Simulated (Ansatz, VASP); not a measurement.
# Ti in VASP and in Ansatz

```
CELL_PARAMETERS angstrom
-1.67838 1.67838 1.67838
1.67838 -1.67838 1.67838
1.67838 1.67838 -1.67838
ATOMIC_POSITIONS crystal
Ti 0.00000 0.00000 0.00000
```

Alike in both runs: task single point; functional r2SCAN; k mesh 18 × 18 × 18; occupations gaussian, width 0.1 eV; no spin polarisation.

```csv
,VASP,Ansatz
version,VASP 6.6.1,Ansatz 0.2.0
potentials or method,"VASP PAW PBE potentials, release 64 (Ti_sv)","scalar-relativistic, plane waves, PAW"
plane-wave cutoff (eV),520,500
valence electrons in the cell,12,12
```

```tsv
	VASP	Ansatz	Ansatz less VASP
gap on the k mesh at the Fermi level (eV)	none	none	-
pressure (GPa)	-8.7	-9.0	-0.33
```

A gap of «none» marks a metal or a gap that the smearing closes.

Caveats: the PAW data sets were made with another functional, which shifts forces and pressure a little (VASP).
